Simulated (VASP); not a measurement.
A run of VASP 6.6.1:

File INCAR:

```
PREC = Accurate
ENCUT = 520
EDIFF = 1E-7
ISMEAR = 0
SIGMA = 0.05
LREAL = Auto
LASPH = T
NELM = 100
ALGO = Normal
ISIF = 2
LWAVE = F
LCHARG = F
LMAXMIX = 4
LDAU = T
LDAUTYPE = 2
LDAUL = 2
LDAUU = 6
LDAUJ = 0
LDAUPRINT = 1
GGA = RE
IVDW = 13
LOPTICS = T
NBANDS = 30
NEDOS = 1000
CSHIFT = 0.1
```

Contents of KPOINTS:

```
regular mesh
0
Gamma
  16 16 16
```

Contents of POSCAR:

```
Cu
2.4611
   -0.586239210109      0.586239210109      0.559132684572
    0.586239210109     -0.586239210109      0.559132684572
    0.586239210109      0.586239210109     -0.559132684572
Cu
1
Direct
    0.0000000000      0.0000000000      0.0000000000
```

Potentials or basis: VASP PAW PBE potentials, release 54 (Cu).

The run is started by

```sh
$ cat potpaw_PBE.54/Cu/POTCAR > POTCAR
$ mpirun -np 1 vasp_std > vasp.out
```

Hardware: 1 thread of Intel(R) Xeon(R) 6975P-C (Granite Rapids), on a shared host.

**Question.** Estimate the wall time of this run.

**Answer.** It took 2.1 min on 1 thread of Intel(R) Xeon(R) 6975P-C (Granite Rapids) (shared host), peak memory 0.21 GiB. Counts: scf iterations 14, k points 349.
